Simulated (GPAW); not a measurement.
# Sn (Fd-3m) in GPAW: a series of runs

One crystal, Sn, is run at these levels: PBE; tasks: band structure.

Everything below comes from runs of GPAW 26.7.0. Logs are shortened: lines on timing, memory, paths and dates and some standing lists are left out, and cuts for length are marked. The log counts tension as positive stress, the text compression.

### Step 1. The crystal as given

The structure is cubic, space group Fd-3m (No. 227). Conventional cell: a = 6.467 Å, b = 6.467 Å, c = 6.467 Å, α = 90.00°, β = 90.00°, γ = 90.00°. Sn (site symmetry -43m) has 4 Sn at 2.80 Å as nearest neighbours.

### Step 2. Band structure, PBE, 33.80 Å³/atom

Input file run.py:

```python
from ase.dft.bandgap import bandgap
from ase.io import read, write
from ase.units import Bohr, GPa
from gpaw import GPAW, PW
from gpaw.elf import elf_from_dft_calculation

atoms = read('Sn.xyz')

calc = GPAW(mode=PW(600),
            xc='PBE',
            kpts={'size': (6, 6, 6), 'gamma': True},
            occupations={'name': 'fermi-dirac', 'width': 0.05},
            nbands=24,
            convergence={'density': 1e-05, 'energy': 1e-05},
            maxiter=150,
            txt='gpaw.txt')
atoms.calc = calc
energy = atoms.get_potential_energy()
forces = atoms.get_forces()
stress = atoms.get_stress()
calc.write('gs.gpw')
write('result.traj', atoms)
print(f'Energy: {energy:.6f} eV')
print('Forces (eV/A):')
print(forces.round(4))
print('Stress (GPa):', (stress / GPa).round(3))
print('Fermi level:', round(calc.get_fermi_level(), 4), 'eV')
print(f'Gap: {bandgap(calc)[0]:.4f} eV, direct: {bandgap(calc, direct=True)[0]:.4f} eV')

# fields on the real-space grid
write('density.cube', atoms, data=calc.get_pseudo_density() * Bohr**3)
write('potential.cube', atoms, data=calc.get_electrostatic_potential())
write('elf.cube', atoms, data=elf_from_dft_calculation(calc).data)

path = atoms.cell.bandpath('GXYSGZS1NPY1Z,XP', npoints=100, eps=1e-4)
bs_calc = calc.fixed_density(kpts=path, symmetry='off', nbands=38,
                             convergence={'bands': 'CBM+6.0', 'eigenstates': 1e-6}, txt='bands.txt')
bs = bs_calc.band_structure()
bs.write('bs.json')
print(f'Gap on the path: {bandgap(bs_calc)[0]:.4f} eV')
```

Input file Sn.xyz:

```xyz
2
Lattice="0.0000000000 3.0393422320 3.6592833861 3.0393422320 0.0000000000 3.6592833861 3.0393422320 3.0393422320 0.0000000000" Properties=species:S:1:pos:R:3 pbc="T T T"
Sn     4.5590133480      4.5590133480      5.4889250791
Sn     3.0393422320      3.0393422320      3.6592833861
```

Potentials or basis: GPAW PAW data sets (gpaw-data 1.2.1), pw.

Started as:

```console
$ OMP_NUM_THREADS=1 python run.py
```

gpaw.txt:

```text
__  _  _
 | _ |_)|_||  |
 |__||  | ||/\| - 26.7.0

Input parameters:
  mode=PW(ecut=600.0),
  convergence={'density': 1e-05, 'energy': 1e-05},
  kpts=MonkhorstPack(size=(6, 6, 6), gamma=True),
  maxiter=150,
  nbands=24,
  occupations=Occupations(name='fermi-dirac', width=0.05),
  xc=XC(name='PBE')

Diagonalizing LCAO Hamiltonian
Converting LCAO to pw mode

            Sn

       Sn

Atoms  # Å, Bohr magnetons
|   | symbol |        x |        y |        z |    initial magnetic moments |
|---|--------|----------|----------|----------|-----------------------------|
| 0 |     Sn | 4.559013 | 4.559013 | 5.488925 | ( 0.0000,  0.0000,  0.0000) |
| 1 |     Sn | 3.039342 | 3.039342 | 3.659283 | ( 0.0000,  0.0000,  0.0000) |

Unit cell  # Å
| periodic |        x |        y |        z |  lengths |    angles |
|----------|----------|----------|----------|----------|-----------|
|      yes | 0.000000 | 3.039342 | 3.659283 | 4.756885 | 63.141057 |
|      yes | 3.039342 | 0.000000 | 3.659283 | 4.756885 | 63.141057 |
|      yes | 3.039342 | 3.039342 | 0.000000 | 4.298279 | 53.717885 |

Number of symmetries: 8
Symmetry operations  # r_c * U_cc + t_c -> r_c
|   | kind |            matrix            |
|---|------|------------------------------|
| 0 |  E   |  1, 0, 0,  0, 1, 0,  0, 0, 1 |
| 1 |  σ   |  1, 0,-1,  0, 1,-1,  0, 0,-1 |
| 2 |  σ   |  0, 1, 0,  1, 0, 0,  0, 0, 1 |
| 3 |  C2  |  0, 1,-1,  1, 0,-1,  0, 0,-1 |
| 4 |  C2  |  0,-1, 1,  0,-1, 0,  1,-1, 0 |
| 5 |  S4  |  0,-1, 0,  0,-1, 1,  1,-1, 0 |
| 6 |  S4  | -1, 0, 1, -1, 0, 0, -1, 1, 0 |
| 7 |  C2  | -1, 0, 0, -1, 0, 1, -1, 1, 0 |

BZ-sampling:
  Number of BZ points: 216
  Number of IBZ points: 30

  Monkhorst-Pack size: [6, 6, 6]
  Monkhorst-Pack shift: [0.08333333333333333, 0.08333333333333333, 0.08333333333333333]

K-points  # in reciprocal-cell coordinates
|     |                                coordinates |     weight |
|-----|--------------------------------------------|------------|
|   0 | (  0.00000000,   0.00000000,   0.00000000) | 0.00462963 |
|   1 | (  0.16666667,   0.00000000,   0.16666667) | 0.01851852 |
|   2 | (  0.16666667,   0.16666667,   0.00000000) | 0.00925926 |
|   3 | (  0.16666667,   0.16666667,   0.16666667) | 0.03703704 |
|   4 | (  0.16666667,   0.16666667,   0.33333333) | 0.01851852 |
|   5 | (  0.33333333,  -0.16666667,  -0.33333333) | 0.03703704 |
|   6 | (  0.33333333,  -0.16666667,   0.50000000) | 0.01851852 |
|   7 | (  0.33333333,   0.00000000,  -0.33333333) | 0.03703704 |
|   8 | (  0.33333333,   0.00000000,   0.33333333) | 0.01851852 |
|   9 | (  0.33333333,   0.16666667,   0.16666667) | 0.03703704 |
| ... |                                            |            |
|  29 | (  0.50000000,   0.50000000,   0.50000000) | 0.01851852 |

Plane wave coefficients: 2295
Cutoff: 600.0 eV

Spin-components: 1 (collinear spins)
Bands:           24
Projectors:      12
Spin-degeneracy: 2
Datatype:        complex128

Parallelization:
  kpt:    1
  domain: 1
  band:   1

Density:
  Valence electrons: 28.0
  Components: 1
  Grid points: [27 27 27]
  Charge: 0.0  # |e|

Potential:
  Grid points: [27 27 27]

species:
  Sn:
    name:    Tin
    Z:       50.0
    valence: 14
    core:    36
    charge:  0.0  # [|e|]
    compensation charges:
      type: gauss
      rc: 0.38  # [Å]
      lmax: 2
    cutoffs:
      filter: 2.23  # [Å]
      core: 2.35  # [Å]
    projectors
    | kind |    occ | energy [eV] | rcut [Å] |
    |------|--------|-------------|----------|
    |   5s |  2.000 |     -10.538 |    1.201 |
    |   5p |  2.000 |      -3.696 |    1.270 |
    |   4d | 10.000 |     -25.845 |    1.185 |
    |    s |        |      16.674 |    1.201 |
    |    p |        |      23.515 |    1.270 |
    |    d |        |       1.367 |    1.185 |

    Using partial waves for Sn as LCAO basis

Reference energy: -336021.386614  # eV

eigensolver:
  PPCG
  Converge bands: occupied
  niter=2

density mixing:
  MSR1-Mixer
  Pratt-step length: 0.05
  Maximum mixing coefficient: 0.75
  Old densities: 10
  SVD Regularization: 0.005
  Good broyden scale: 1.0
  Trust region scale: 1.0
  Backstep threshold: 4.0
  History deletion threshold: 6.0
  Fourier metric: weight=20.0, sigma=0.015

occupation numbers:
  Fermi-Dirac:
    width: 0.0500  # eV

poisson solver:
  ecut: 4800.0  # eV

xc functional:
  name: PBE with 2 nearest neighbor stencil

convergence criteria:
[... 6 lines left out ...]
|iter     | |      energy | eigst |  dens |
|---------|-|-------------|-------|-------|
|iter:   1| |   -7.915392 | -0.00 |       |
|iter:   2| |   -7.918005 | -2.32 | -1.47 |
|iter:   3| |   -7.889389 | -2.54 | -1.50 |
|iter:   4| |   -7.892831 | -3.15 | -2.01 |
|iter:   5| |   -7.893659 | -4.14 | -2.66 |
|iter:   6| |   -7.893679 | -5.61 | -3.66 |
|iter:   7| |   -7.893680c| -6.63 | -4.37 |
|iter:   8| |   -7.893680c| -8.23c| -4.85 |
|iter:   9| |   -7.893680c| -8.22c| -5.46c|

Converged in 9 steps
Energy contributions relative to reference atoms: (reference = -336021.386614)

Energy contributions:
  Kinetic:          11.773016
  Coulomb:         -10.852687
  Zero:              0.032774
  External:          0.000000
  Xc:               -8.845760
  Entropy:          -0.002046
  Spinorbit:         0.000000
  ----------------------------
  Free energy:      -7.894702
  Extrapolated:     -7.893680

dipole moment: (4.271525, 4.271525, 5.142797)  # |e|*Ang

Fermi level: 5.145
Eigenvalues  # (at kpt = [0.000, 0.000, 0.000])
| band index |      eig [eV] | occ [0-2] |
|------------|---------------|-----------|
|          0 |       -16.636 |     2.000 |
|        ... |               |           |
|          5 |       -16.332 |     2.000 |
|          6 |       -16.290 |     2.000 |
|          7 |       -16.247 |     2.000 |
|          8 |       -16.240 |     2.000 |
|          9 |       -16.240 |     2.000 |
|         10 |        -5.542 |     2.000 |
[... 8 lines left out ...]
|         19 |        11.295 |     0.000 |
|         20 |        11.836 |     0.000 |
|        ... |               |           |
|         23 |        14.667 |     0.000 |

No gap
No difference between direct/indirect transitions

Forces  # eV/Ang
|       x |        y |        z |
|---------|----------|----------|
| 0.00000 | -0.00000 | -0.00000 |  # Sn   0
| 0.00000 |  0.00000 |  0.00000 |  # Sn   1

Stress tensor  # eV/Ang^3
|         x |         y |        z |
|-----------|-----------|----------|
| -0.032691 | -0.000000 | 0.000000 |
| -0.000000 | -0.032691 | 0.000000 |
|  0.000000 |  0.000000 | 0.000258 |

# Writing to gs.gpw (mode='')
```

Run time: 5.2 min. Hardware: 1 thread of Intel Xeon at 2.50GHz (Skylake/Cascade Lake), shared host; peak memory 0.38 GiB.

What came out:

| Quantity | Value |
| --- | --- |
| Free energy | -7.8947 eV |
| Pressure | 3.5 GPa |
| Band gap along the path | none (metal or under the smearing width) |

Caveat: the density grid can change from cell to cell, which puts small steps into energies and stress; spin-orbit coupling is left out, which moves the levels of the heavy elements.

### Step 3. Band structure, PBE, 33.80 Å³/atom

Changes to run.py since step 2:

```diff
@@ -2,5 +2,4 @@
 from ase.io import read, write
-from ase.units import Bohr, GPa
+from ase.units import GPa
 from gpaw import GPAW, PW
-from gpaw.elf import elf_from_dft_calculation
 
@@ -29,7 +28,2 @@
 
-# fields on the real-space grid
-write('density.cube', atoms, data=calc.get_pseudo_density() * Bohr**3)
-write('potential.cube', atoms, data=calc.get_electrostatic_potential())
-write('elf.cube', atoms, data=elf_from_dft_calculation(calc).data)
-
 path = atoms.cell.bandpath('GXYSGZS1NPY1Z,XP', npoints=100, eps=1e-4)
```

Input file Sn.xyz:

```xyz
2
Lattice="0.0000000000 3.1040090880 3.5084014757 3.1040090880 0.0000000000 3.5084014757 3.1040090880 3.1040090880 0.0000000000" Properties=species:S:1:pos:R:3 pbc="T T T"
Sn     4.6560136320      4.6560136320      5.2626022136
Sn     3.1040090880      3.1040090880      3.5084014757
```

Potentials or basis: GPAW PAW data sets (gpaw-data 1.2.1), pw.

Started as:

```console
$ OMP_NUM_THREADS=1 python run.py
```

Run time: 4.8 min. Hardware: 1 thread of Intel Xeon at 2.50GHz (Skylake/Cascade Lake), shared host; peak memory 0.39 GiB.

Results (log left out):

| Item | Value |
| --- | --- |
| Free energy | -7.9714 eV |
| Pressure | 3.6 GPa |
| Band gap along the path | none (metal or under the smearing width) |

Caveat: the density grid can change from cell to cell, which puts small steps into energies and stress; spin-orbit coupling is left out, which moves the levels of the heavy elements.
